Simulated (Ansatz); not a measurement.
# Hf in Ansatz: the effect of target pressure

Crystal: Hf.

```
Hf
1.0
    -1.80500    1.80500    1.80500
     1.80500   -1.80500    1.80500
     1.80500    1.80500   -1.80500
Hf
1
Direct
  0.00000 0.00000 0.00000
```

This isn't the form of Hf at room conditions, which is hcp.

Alike in all runs:

- Program: Ansatz 0.2.0
- Task: relaxation of cell and atoms
- Functional: PBEsol
- Potentials or basis: Ansatz PAW
- Cutoff: 420 eV (not typed: the program's choice for these potentials)
- k mesh: 10 × 10 × 10
- Occupations: fermi-dirac, width 0.05 eV
- Spin: no spin polarisation

Each run relaxes the cell or the atoms first.

```csv
target pressure,relaxed volume (Å³/atom)
0 GPa,21.30
2 GPa,20.91
5 GPa,20.38
10 GPa,19.59
20 GPa,?
30 GPa,17.28
```

Question: What does the run with target pressure 20 GPa give?

Answer: Relaxed volume 18.25 Å³/atom.

Worked out: In Murnaghan's law V^(-B') rises as a straight line in P. The other rows fit best with B' = 2.7, V0 = 21.30 Å³/atom and B0 = 107 GPa, which gives 18.30 Å³/atom at 20 GPa, against the run's 18.25.

Caveats: the plane-wave basis is chosen anew once the cell has moved, so the energies of steps on either side of that aren't comparable; the PAW data sets come from PBE, with cores solved anew for the run's functional, which leaves a small shift of forces and pressure; the volume moved by over 15 % at a fixed basis, so the end points are rough (some runs).

Runs at the PBE level aren't shown here.
